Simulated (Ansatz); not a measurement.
# Si/GaP/CoSi2: a contact from a semiconductor to a metal, part 2 of 5

Wanted: barrier heights, local density of states and T(E) for Si/GaP/CoSi2. The semiconductor is Si diamond(111), undoped, with its far face capped by hydrogen, and the metal is CoSi2 fluorite(111) turned by 180 degrees (type B), with GaP zinc blende(111) between them (whole bilayers). After relaxation the nearest pair at the metal is Si–Ga at 2.48 Å, along the normal. The common net has a side of 3.896 Å, which strains the semiconductor by +0.7 %, the layer between by +0.0 % and the metal by +2.8 %, against typed lattice constants near PBE's. The first steps treat the bulk crystals alone.

Ansatz 0.2.0; PBE DFT, plane waves, PAW files (the session's first sound run).

So far: The structure; The strained electrode, 6 atoms.

## (3) The strained electrode, 9 atoms

System of this step: CoSi2. It takes space group R-3m (No. 166, trigonal). Conventional cell: a = 3.896 Å, b = 3.896 Å, c = 9.102 Å, α = 90.00°, β = 90.00°, γ = 120.00°. Nearest to Si lie 4 Co at 2.28 to 2.37 Å. Co has 8 Si at 2.28 to 2.37 Å nearest. Farther neighbours are not listed.

The electrode is held to the junction's net and relaxed along the normal; its spacing is used for the ideal lead layers.

input.yaml

```yaml
crystal:
  lattice:
    - [3.896, 0.0, 0.0]
    - [-1.948, 3.3740349731, 0.0]
    - [0.0, 0.0, 9.102198532]
  atoms:
    - { symbol: Si, position: [0.0, 0.0, 0.0] }
    - { symbol: Co, position: [0.6666666667, 0.3333333333, 0.0833333333] }
    - { symbol: Si, position: [0.3333333333, 0.6666666667, 0.1666666667] }
    - { symbol: Si, position: [0.6666666667, 0.3333333333, 0.3333333333] }
    - { symbol: Co, position: [0.3333333333, 0.6666666667, 0.4166666667] }
    - { symbol: Si, position: [0.0, 0.0, 0.5] }
    - { symbol: Si, position: [0.3333333333, 0.6666666667, 0.6666666667] }
    - { symbol: Co, position: [0.0, 0.0, 0.75] }
    - { symbol: Si, position: [0.6666666667, 0.3333333333, 0.8333333333] }
kpoints:
  mp_grid: { grid: [12, 12, 3] }
scf:
  occupations: { method: fermi_dirac, width: 0.1 }
  max_iter: 150
hamiltonian:
  xc: pbe
relax:
  f_tol: 0.01
  max_steps: 40
  cell: { fix: [a, b, angles] }
```

Launch:

```bash
$ ansatz run input.yaml --threads 8 --pin off --max-ram 24576MiB --backend cpu --events-out ev --progress --plain --runs-dir out
```

Numbers of over 12 decimals in the logs are rounded to 6 here.

What it wrote:

```text
[...]
Crystal: 9 atoms, lattice volume = 119.651 Å³
Basis set: ecut = 420 eV, 2359 PW (Γ), exchange–correlation on 54×54×128 points (8 copies of the dense FFT grid, shifted against one another)
Bands: 47, of which v1, the nominal top of the filled ones, is band 38 counted from 1 (37 counted from 0)
Symmetry: 36 space group operations
[...]
k-points: 50 of 432
[...]
SCF iter   1: F=—  HF=-19197.361780 eV  |F-HF|=—  |Δ(HF+E_count)|=         —  Δρ=3.36e-3  dr2=1.41e-2  ethr=1.77e-3  ⟨swp⟩=7.3  Hψ=9896  notcnv=0  defer=9
[...]
SCF iter   9: F=-19197.362935 eV  HF=-19197.362935 eV  |F-HF|=2.61e-8  |Δ(HF+E_count)|=   1.65e-8  Δρ=6.06e-6  dr2=3.14e-8  ethr=1.33e-10  ⟨swp⟩=3.0  Hψ=7738  notcnv=0
SCF 1 converged in 9 iterations: F = -19197.362935 eV  dr2 = 3.14e-8
[...]
relax step   1: F+E_penalty+E_count = -19197.36293515 eV  Δ(F+E_penalty+E_count) = +0.000e0 eV  max|allowed force component| = 4.585e-1 eV/Å  Δτ_max = 0.0000 Å  P = -5.328 GPa  Ω = 119.651 Å³  fix = [a, b, alpha, beta, gamma]  reactions: a -10.026, b -10.026 GPa  (9 SCF iters, dr2 threshold 1.00e-7 eV, accepted)
Crystal: 9 atoms, lattice volume = 119.784 Å³
[...]
SCF iter   6: F=-19197.397410 eV  HF=-19197.397410 eV  |F-HF|=4.18e-9  |Δ(HF+E_count)|=   4.54e-9  Δρ=2.82e-6  dr2=1.26e-8  ethr=1.49e-10  ⟨swp⟩=1.4  Hψ=7087  notcnv=0
SCF 2 converged in 6 iterations: F = -19197.397410 eV  dr2 = 1.26e-8
relax step   2: F+E_penalty+E_count = -19197.39740995 eV  Δ(F+E_penalty+E_count) = -3.447e-2 eV  max|allowed force component| = 2.755e-1 eV/Å  Δτ_max = 0.0145 Å  P = -5.690 GPa  Ω = 119.784 Å³  energy of the carried Pulay correction = -5.591e-5 eV  fix = [a, b, alpha, beta, gamma]  reactions: a -9.673, b -9.673 GPa  (6 SCF iters, dr2 threshold 9.00e-7 eV, accepted)
Crystal: 9 atoms, lattice volume = 119.852 Å³
[...]
SCF iter   6: F=-19197.417574 eV  HF=-19197.417574 eV  |F-HF|=1.99e-9  |Δ(HF+E_count)|=   2.24e-8  Δρ=3.04e-6  dr2=8.47e-9  ethr=1.11e-10  ⟨swp⟩=1.9  Hψ=7071  notcnv=0
SCF 3 converged in 6 iterations: F = -19197.417574 eV  dr2 = 8.47e-9
relax step   3: F+E_penalty+E_count = -19197.41757407 eV  Δ(F+E_penalty+E_count) = -2.016e-2 eV  max|allowed force component| = 2.064e-3 eV/Å  Δτ_max = 0.0239 Å  P = -5.931 GPa  Ω = 119.852 Å³  energy of the carried Pulay correction = -8.455e-5 eV  fix = [a, b, alpha, beta, gamma]  reactions: a -8.949, b -8.949 GPa  (6 SCF iters, dr2 threshold 9.00e-7 eV, accepted)
[...]
relax step   4: F+E_penalty+E_count = -19197.41756400 eV  Δ(F+E_penalty+E_count) = +1.007e-5 eV  max|allowed force component| = 3.425e-4 eV/Å  Δτ_max = 0.0002 Å  P = -5.992 GPa  Ω = 119.899 Å³  energy of the carried Pulay correction = -1.044e-4 eV  fix = [a, b, alpha, beta, gamma]  reactions: a -8.974, b -8.974 GPa  (6 SCF iters, dr2 threshold 2.75e-8 eV, accepted)
[...]
SCF iter   1: F=—  HF=-19197.417635 eV  |F-HF|=—  |Δ(HF+E_count)|=         —  Δρ=9.34e-5  dr2=2.22e-7  ethr=4.78e-6  ⟨swp⟩=2.8  Hψ=14549  notcnv=0
eigensolver tolerance schedule: the retry pair's looser diagonalisation over-reported the residual by 16146.20 of it (diagonalisation noise at an unbounded share of the residual, at the tolerance the schedule requests for it); recorded, not acted on — ethr = c·dr2/N_el stays at c = 1.0e-1
[...]
SCF iter   2: F=—  HF=-19197.417651 eV  |F-HF|=—  |Δ(HF+E_count)|=   1.60e-5  Δρ=4.77e-5  dr2=7.17e-8  ethr=2.96e-10  ⟨swp⟩=3.1  Hψ=5315  notcnv=0
[...]
SCF iter   6: F=-19197.417667 eV  HF=-19197.417667 eV  |F-HF|=1.09e-11  |Δ(HF+E_count)|=  1.06e-10  Δρ=1.38e-7  dr2=1.40e-11  ethr=1.00e-12  ⟨swp⟩=4.0  Hψ=7400  notcnv=0
SCF 5 converged in 6 iterations: F = -19197.417667 eV  dr2 = 1.40e-11
relax step   5: F+E_penalty+E_count = -19197.41766693 eV  Δ(F+E_penalty+E_count) = -1.029e-4 eV  max|allowed force component| = 3.347e-4 eV/Å  Δτ_max = 0.0000 Å  P = -5.991 GPa  Ω = 119.899 Å³  fix = [a, b, alpha, beta, gamma]  reactions: a -8.974, b -8.974 GPa  stress off target by 2.66e-2 GPa on what of the cell is left free  SCF on the basis re-selected at this cell (its energy is not comparable with the rows above)  (6 SCF iters)
[...]
SCF converged after 6 iterations
Free energy (F): -19197.417667 eV
[...]
Internal energy: -19197.311259 eV  (E = F + TS)
E sigma→0 (E₀):  -19197.364463 eV
Entropy (-TS):   -0.106408 eV (-11.823 meV/atom)
Fermi energy:    12.250015 eV
[...]
--- Forces (eV/Å), atoms counted from 1 ---
  atom   1  Si     0.00000000    -0.00000000     0.00033470
  atom   2  Co     0.00000000     0.00000000    -0.00000000
  atom   3  Si    -0.00000000     0.00000000    -0.00033470
  atom   4  Si     0.00000000    -0.00000000     0.00033470
  atom   5  Co    -0.00000000    -0.00000000     0.00000000
  atom   6  Si    -0.00000000     0.00000000    -0.00033470
  atom   7  Si    -0.00000000    -0.00000000     0.00033470
  atom   8  Co     0.00000000     0.00000000     0.00000000
  atom   9  Si     0.00000000     0.00000000    -0.00033470
  max |Σ_I F_I| component: 8.64e-17 eV/Å
--- Stress (GPa, compression-positive) ---
       -8.973744      -0.000000       0.000000
       -0.000000      -8.973744      -0.000000
        0.000000      -0.000000      -0.026584
  P = ⅓ Tr σ = -5.9914 GPa (-59.914 kbar)
--- Relaxed structure (4 steps of the walk, 4 accepted, 1 SCFs on fresh bases) ---
[...]
cell:  # Å, volume = 119.8991 Å³
    - [3.896000, 0, 0]
    - [-1.948000, 3.374035, 0]
    - [0, 0, 9.121101]
  atoms:
    - { symbol: Si, position: [-7.254683369779165e-19, 0, 0.00419539] }
    - { symbol: Co, position: [0.666667, 0.333333, 0.083333] }
    - { symbol: Si, position: [0.333333, 0.666667, 0.162471] }
    - { symbol: Si, position: [0.666667, 0.333333, 0.337529] }
    - { symbol: Co, position: [0.333333, 0.666667, 0.416667] }
    - { symbol: Si, position: [7.254683369779168e-19, 0, 0.495805] }
    - { symbol: Si, position: [0.333333, 0.666667, 0.670862] }
    - { symbol: Co, position: [0, 0, 0.750000] }
    - { symbol: Si, position: [0.666667, 0.333333, 0.829138] }
```

Elapsed: 9.3 s, on 8 threads of Arm Neoverse V2, shared host; peak memory 0.74 GiB.

This run has no spin polarisation, although Co can carry a moment.

Step by step:

| step | energy less that of the first step (eV) | largest force component (eV/Å) | pressure (GPa) | volume (Å³) |
| --- | --- | --- | --- | --- |
| 1 | 0.0000 | 0.4585 | -5.33 | 119.65 |
| 2 | -0.0345 | 0.2755 | -5.69 | 119.78 |
| 3 | -0.0546 | 0.0021 | -5.93 | 119.85 |
| 4 | -0.0546 | 0.0003 | -5.99 | 119.90 |
| 5* | -0.0547 | 0.0003 | -5.99 | 119.90 |

Relaxation steps marked * repeat the geometry before them on a plane-wave basis chosen anew for their cell, so energy and pressure can jump there.

Forces are held to the 36 operations that the run works with; a distortion that breaks them can't arise in this run.

| conventional cell, symmetrised | before | after | change |
| --- | --- | --- | --- |
| a (Å) | 3.896 | 3.896 | -0.0 % |
| b (Å) | 3.896 | 3.896 | -0.0 % |
| c (Å) | 9.102 | 9.121 | +0.2 % |
| volume (Å³/atom) | 13.29 | 13.32 | +0.2 % |

The atoms that moved most (Å, as changes of fractional coordinates times the final cell):

| atom | dx | dy | dz | length |
| --- | --- | --- | --- | --- |
| Si3 | 0.000 | 0.000 | -0.038 | 0.038 |
| Si1 | 0.000 | 0.000 | 0.038 | 0.038 |
| Si4 | 0.000 | 0.000 | 0.038 | 0.038 |
| Si6 | 0.000 | 0.000 | -0.038 | 0.038 |
| Si9 | 0.000 | 0.000 | -0.038 | 0.038 |
| Si7 | 0.000 | 0.000 | 0.038 | 0.038 |

The relaxed structure:

```cif
data_structure
_symmetry_space_group_name_H-M 'P 1'
_symmetry_Int_Tables_number 1
_cell_length_a 3.8960
_cell_length_b 3.8960
_cell_length_c 9.1211
_cell_angle_alpha 90.000
_cell_angle_beta 90.000
_cell_angle_gamma 120.000
_cell_volume 119.90
loop_
_atom_site_label
_atom_site_type_symbol
_atom_site_fract_x
_atom_site_fract_y
_atom_site_fract_z
_atom_site_occupancy
Si1 Si 0.00000 0.00000 0.00420 1
Co2 Co 0.66667 0.33333 0.08333 1
Si3 Si 0.33333 0.66667 0.16247 1
Si4 Si 0.66667 0.33333 0.33753 1
Co5 Co 0.33333 0.66667 0.41667 1
Si6 Si 0.00000 0.00000 0.49580 1
Si7 Si 0.33333 0.66667 0.67086 1
Co8 Co 0.00000 0.00000 0.75000 1
Si9 Si 0.66667 0.33333 0.82914 1
```

Numbers from this step:

| Quantity | Value |
| --- | --- |
| free energy | -19197.4177 eV |
| Fermi energy | 12.25 eV |
| pressure | -5.991 GPa |

The relaxation ends with a largest force component of 3.4e-4 eV/Å.

## (4) Relaxing the interfaces

System of this step: Si/GaP/CoSi2. The cell holds 18 atoms: 9 Si, 3 P, 3 Ga, 2 Co and 1 H. Its edges and angles: a = 3.896 Å, b = 3.896 Å, c = 38.630 Å, α = 90.0°, β = 90.0°, γ = 120.0°. Vacuum lies along c.

The bonds at the contact set its dipole, and with it the barrier heights, so the interface is relaxed first in a short slab. The dipole correction removes the field between the unlike outer faces.

input.yaml

```yaml
crystal:
  lattice:
    - [3.896, 0.0, 0.0]
    - [-1.948, 3.3740349731, 0.0]
    - [0.0, 0.0, 38.6300553625]
  atoms:
    - { symbol: Si, position: [0.0, 0.0, 0.2070926362] }
    - { symbol: Si, position: [0.33333333, 0.66666667, 0.2274267429] }
    - { symbol: Si, position: [0.33333333, 0.66666667, 0.2884290632] }
    - { symbol: Si, position: [0.66666667, 0.33333333, 0.3087631699] }
    - { symbol: Si, position: [0.66666667, 0.33333333, 0.3697654901] }
    - { symbol: Si, position: [0.0, 0.0, 0.3900995969] }
    - { symbol: P, position: [0.0, 0.0, 0.4478266692] }
    - { symbol: Ga, position: [0.33333333, 0.66666667, 0.4684148516] }
    - { symbol: P, position: [0.33333333, 0.66666667, 0.5301793986] }
    - { symbol: Ga, position: [0.66666667, 0.33333333, 0.550767581] }
    - { symbol: P, position: [0.66666667, 0.33333333, 0.612532128] }
    - { symbol: Ga, position: [0.0, 0.0, 0.6331203104] }
    - { symbol: Si, position: [0.0, 0.0, 0.6947303696] }
    - { symbol: Co, position: [0.66666667, 0.33333333, 0.7143657685] }
    - { symbol: Si, position: [0.33333333, 0.66666667, 0.7340011673] }
    - { symbol: Si, position: [0.66666667, 0.33333333, 0.773271965] }
    - { symbol: Co, position: [0.33333333, 0.66666667, 0.7929073638] }
    - { symbol: H, position: [0.0, 0.0, 0.1682627669] }
kpoints:
  mp_grid: { grid: [8, 8, 1] }
scf:
  occupations: { method: fermi_dirac, width: 0.1 }
  max_iter: 150
hamiltonian:
  xc: pbe
efield:
  axis: 3
  dipole_correction: true
relax:
  f_tol: 0.04
  max_steps: 60
output:
  forces: true
```

What it wrote:

```text
[...]
Crystal: 18 atoms, lattice volume = 507.801 Å³
Basis set: ecut = 420 eV, 10053 PW (Γ), exchange–correlation on 54×54×540 points (8 copies of the dense FFT grid, shifted against one another)
Bands: 81, of which v1, the nominal top of the filled ones, is band 63 counted from 1 (62 counted from 0)
Symmetry: 6 space group operations
[...]
k-points: 10 of 64 (time reversal used)
[...]
SCF iter   1: F=—  HF=-29608.185399 eV  |F-HF|=—  |Δ(HF+E_count)|=         —  Δρ=5.43e-3  dr2=9.85e-1  ethr=1.77e-3  p=-0.026 e·Å  D=-9.39e-3 V/Å  ΔV_dip=0.36 eV  dr2_dipole=2.53e-1  V_vac-E_F(+/−)=3.90/3.54 eV  ⟨swp⟩=9.7  Hψ=4392  notcnv=0  defer=6
efield: sawtooth ramp at fractional position 0.9306 (placed from the atoms, in the widest stretch of the axis that holds none; the zero of the levels goes with the place), width 0.1000; the density the first Hamiltonian is built on has a dipole p = -0.026 e·Å; the dipole correction subtracts the counter field D = -9.39e-3 V/Å, which shifts the + side's vacuum level by +0.36 eV against the − side's; the planar-averaged density in the ramp window peaks in size at 5.8e-5 e/Å³
[...]
SCF iter   2: F=—  HF=-29608.304193 eV  |F-HF|=—  |Δ(HF+E_count)|=   1.19e-1  Δρ=7.23e-3  dr2=3.08e0  ethr=7.88e-4  p=0.075 e·Å  D=2.68e-2 V/Å  ΔV_dip=-1.03 eV  dr2_dipole=4.66e-1  V_vac-E_F(+/−)=4.00/5.03 eV  ⟨swp⟩=4.1  Hψ=1343  notcnv=0  defer=20  recentre
[...]
SCF iter   8: F=-29608.156031 eV  HF=-29608.156042 eV  |F-HF|=1.13e-5  |Δ(HF+E_count)|=   7.53e-5  Δρ=3.86e-5  dr2=1.36e-5  ethr=2.37e-8  p=-0.007 e·Å  D=-2.57e-3 V/Å  ΔV_dip=0.10 eV  dr2_dipole=3.30e-6  V_vac-E_F(+/−)=3.98/3.88 eV  ⟨swp⟩=5.0  Hψ=2584  notcnv=0
WARN: efield: at this solve's end the planar-averaged density reaches 1.44e-5 e/Å³ inside the ramp window [0.9047, 0.0565] (bound 1e-5 e/Å³); by the running means of the window's planes the mean density over a ramp is at most 1.35e-5 e/Å³, which is held to the bound (the quickstart, § The vacuum guard, A window that rings); the window's nearer edge stands 4.32 Å from this solve's nearest atom along the axis. Its work [...]
SCF 1 converged in 8 iterations: F = -29608.156031 eV  dr2 = 1.36e-5
[...]
relax step   1: F+E_penalty+E_count = -29608.15603054 eV  Δ(F+E_penalty+E_count) = +0.000e0 eV  max|allowed force component| = 1.540e0 eV/Å  Δτ_max = 0.0000 Å  (8 SCF iters, dr2 threshold 4.00e-5 eV, accepted)
[...]
SCF iter   1: F=—  HF=-29608.463913 eV  |F-HF|=—  |Δ(HF+E_count)|=         —  Δρ=1.06e-2  dr2=9.19e-1  ethr=7.25e-4  p=-0.007 e·Å  D=-2.57e-3 V/Å  ΔV_dip=0.10 eV  dr2_dipole=2.52e-1  V_vac-E_F(+/−)=3.96/3.86 eV  ⟨swp⟩=1.8  Hψ=2965  notcnv=0  defer=18
efield: sawtooth ramp at fractional position 0.9306 (handed on by an earlier solve), width 0.1000; the density the first Hamiltonian is built on has a dipole p = -0.007 e·Å; the dipole correction subtracts the counter field D = -2.57e-3 V/Å, which shifts the + side's vacuum level by +0.10 eV against the − side's; the planar-averaged density in the ramp window peaks in size at 1.4e-5 e/Å³
[...]
SCF iter   2: F=—  HF=-29608.445983 eV  |F-HF|=—  |Δ(HF+E_count)|=   1.79e-2  Δρ=8.06e-3  dr2=3.64e-1  ethr=7.25e-4  p=-0.009 e·Å  D=-3.11e-3 V/Å  ΔV_dip=0.12 eV  dr2_dipole=2.30e-4  V_vac-E_F(+/−)=3.92/3.80 eV  ⟨swp⟩=3.0  Hψ=1299  notcnv=0  defer=18
[...]
SCF iter   8: F=-29608.415565 eV  HF=-29608.415574 eV  |F-HF|=8.29e-6  |Δ(HF+E_count)|=   6.01e-6  Δρ=5.91e-5  dr2=1.77e-5  ethr=2.48e-8  p=-0.005 e·Å  D=-1.88e-3 V/Å  ΔV_dip=0.07 eV  dr2_dipole=9.01e-7  V_vac-E_F(+/−)=4.04/3.97 eV  ⟨swp⟩=4.0  Hψ=2424  notcnv=0
SCF 2 converged in 8 iterations: F = -29608.415565 eV  dr2 = 1.77e-5
relax step   2: F+E_penalty+E_count = -29608.41556526 eV  Δ(F+E_penalty+E_count) = -2.595e-1 eV  max|allowed force component| = 6.870e-1 eV/Å  Δτ_max = 0.1045 Å  (8 SCF iters, dr2 threshold 1.00e-4 eV, accepted)
[...]
SCF iter   8: F=-29608.477224 eV  HF=-29608.477222 eV  |F-HF|=1.63e-6  |Δ(HF+E_count)|=   8.56e-6  Δρ=5.25e-5  dr2=1.47e-5  ethr=2.36e-8  p=-0.016 e·Å  D=-5.65e-3 V/Å  ΔV_dip=0.22 eV  dr2_dipole=1.64e-6  V_vac-E_F(+/−)=4.15/3.93 eV  ⟨swp⟩=5.0  Hψ=2724  notcnv=0
SCF 3 converged in 8 iterations: F = -29608.477224 eV  dr2 = 1.47e-5
relax step   3: F+E_penalty+E_count = -29608.47722374 eV  Δ(F+E_penalty+E_count) = -6.166e-2 eV  max|allowed force component| = 3.006e-1 eV/Å  Δτ_max = 0.1696 Å  (8 SCF iters, dr2 threshold 2.95e-5 eV, accepted)
[...]
relax step   4: F+E_penalty+E_count = -29608.46006284 eV  Δ(F+E_penalty+E_count) = +1.716e-2 eV  max|allowed force component| = 3.771e-1 eV/Å  Δτ_max = 0.1474 Å  (6 SCF iters, dr2 threshold 1.73e-5 eV, rejected (line search))
SCF iter   1: F=—  HF=-29608.506457 eV  |F-HF|=—  |Δ(HF+E_count)|=         —  Δρ=4.95e-3  dr2=2.54e-1  ethr=1.62e-3  p=-0.009 e·Å  D=-3.25e-3 V/Å  ΔV_dip=0.13 eV  dr2_dipole=1.21e-1  V_vac-E_F(+/−)=4.16/4.04 eV  ⟨swp⟩=4.6  Hψ=1864  notcnv=0  defer=22
[...]
SCF iter   9: F=-29608.488756 eV  HF=-29608.488756 eV  |F-HF|=2.42e-7  |Δ(HF+E_count)|=   3.49e-7  Δρ=3.02e-6  dr2=4.41e-8  ethr=8.00e-11  p=-0.015 e·Å  D=-5.19e-3 V/Å  ΔV_dip=0.20 eV  dr2_dipole=2.09e-9  V_vac-E_F(+/−)=4.16/3.96 eV  ⟨swp⟩=5.0  Hψ=2728  notcnv=0
SCF 5 converged in 9 iterations: F = -29608.488756 eV  dr2 = 4.41e-8
relax step   5: F+E_penalty+E_count = -29608.48875647 eV  Δ(F+E_penalty+E_count) = -1.153e-2 eV  max|allowed force component| = 7.187e-3 eV/Å  Δτ_max = 0.0380 Å  (9 SCF iters, accepted)
SCF converged after 9 iterations
Free energy (F): -29608.488756 eV
[...]
Internal energy: -29608.368655 eV  (E = F + TS)
E sigma→0 (E₀):  -29608.428706 eV
Entropy (-TS):   -0.120102 eV (-6.672 meV/atom)
Fermi energy:    3.655831 eV
Dipole field:    D = -0.005230 V/Å  (p = -0.014677 e·Å, saw-weighted, corrected)
Work function:   Φ+ = 4.1587 eV   Φ− = 3.9567 eV
Levels:          The Fermi level and band energies are counted from a zero that moves with the ramp; work functions are not
[...]
--- Forces (eV/Å), atoms counted from 1 ---
  atom   1  Si    -0.00000000     0.00000000    -0.00051731
  atom   2  Si     0.00000000    -0.00000000     0.00357521
  atom   3  Si    -0.00000000     0.00000000    -0.00170126
  atom   4  Si     0.00000000    -0.00000000     0.00281849
  atom   5  Si     0.00000000     0.00000000     0.00084617
  atom   6  Si     0.00000000    -0.00000000    -0.00605251
  atom   7  P     -0.00000000     0.00000000     0.00387672
  atom   8  Ga     0.00000000    -0.00000000    -0.00552346
  atom   9  P     -0.00000000     0.00000000    -0.00223699
  atom  10  Ga     0.00000000    -0.00000000    -0.00362880
  atom  11  P     -0.00000000     0.00000000    -0.00423884
  atom  12  Ga     0.00000000    -0.00000000    -0.00717943
  atom  13  Si     0.00000000     0.00000000     0.00310251
  atom  14  Co    -0.00000000     0.00000000     0.00656418
  atom  15  Si    -0.00000000     0.00000000     0.00415746
  atom  16  Si     0.00000000    -0.00000000     0.00224021
  atom  17  Co     0.00000000    -0.00000000     0.00316700
  atom  18  H      0.00000000    -0.00000000     0.00087347
  max |Σ_I F_I| component: 1.43e-4 eV/Å
--- Relaxed structure (5 steps of the walk, 4 accepted, 0 SCFs on fresh bases) ---
  F+E_penalty+E_count = -29608.48875647 eV   max|allowed force component| = 7.187e-3 eV/Å
  atoms:
    - { symbol: Si, position: [-5.129020310773186e-19, 0, 0.208490] }
    - { symbol: Si, position: [0.333333, 0.666667, 0.227772] }
    - { symbol: Si, position: [0.333333, 0.666667, 0.289008] }
    - { symbol: Si, position: [0.666667, 0.333333, 0.308686] }
    - { symbol: Si, position: [0.666667, 0.333333, 0.369936] }
    - { symbol: Si, position: [3.2701356094776633e-19, 0, 0.389208] }
    - { symbol: P, position: [-1.8848797619867776e-19, 0, 0.448340] }
    - { symbol: Ga, position: [0.333333, 0.666667, 0.469454] }
    - { symbol: P, position: [0.333333, 0.666667, 0.530439] }
    - { symbol: Ga, position: [0.666667, 0.333333, 0.551639] }
    - { symbol: P, position: [0.666667, 0.333333, 0.612758] }
    - { symbol: Ga, position: [-4.020773045028346e-19, 0, 0.634216] }
    - { symbol: Si, position: [-1.3371155734202125e-18, 0, 0.698374] }
    - { symbol: Co, position: [0.666667, 0.333333, 0.713864] }
    - { symbol: Si, position: [0.333333, 0.666667, 0.729996] }
    - { symbol: Si, position: [0.666667, 0.333333, 0.773454] }
    - { symbol: Co, position: [0.333333, 0.666667, 0.786795] }
    - { symbol: H, position: [-4.640714742407545e-19, 0, 0.169527] }
```

The job ended after 24 s (8 threads; peak memory 1.9 GiB).

The steps of the relaxation:

| step | energy less that of the first step (eV) | largest force component (eV/Å) |
| --- | --- | --- |
| 1 | 0.0000 | 1.5403 |
| 2 | -0.2595 | 0.6870 |
| 3 | -0.3212 | 0.3006 |
| 4 | -0.3040 | 0.3771 |
| 5 | -0.3327 | 0.0072 |

Relaxation step 4 was tried and not accepted.

The run keeps the 6 symmetry operations that it works with, so distortions that break them were not tested.

The atoms that moved most (Å):

| atom | dx | dy | dz | length |
| --- | --- | --- | --- | --- |
| Co17 | 0.000 | 0.000 | -0.236 | 0.236 |
| Si15 | 0.000 | 0.000 | -0.155 | 0.155 |
| Si13 | 0.000 | 0.000 | 0.141 | 0.141 |
| Si1 | 0.000 | 0.000 | 0.054 | 0.054 |
| H18 | 0.000 | 0.000 | 0.049 | 0.049 |
| Ga12 | 0.000 | 0.000 | 0.042 | 0.042 |
| Ga8 | 0.000 | 0.000 | 0.040 | 0.040 |
| Si6 | 0.000 | 0.000 | -0.034 | 0.034 |

This step gave:

- free energy: -29608.4888 eV
- Fermi energy: 3.656 eV

The largest force component on a free atom ends at 0.0072 eV/Å. At one or more of this run's solves the program warned of density in the dipole ramp over its bound, where dipole, forces and levels can be off.

[end of part 2 of 5]

[Logs are printed without paths, hosts, clocks, repeated set-up lines and the standing remarks that a program may print on its own settings, such as how far it seeks lower states.]

[Hosts, paths, dates, database ids (printed as entryN), source tags and the programs' standing remarks are cut or masked in the printed files.]
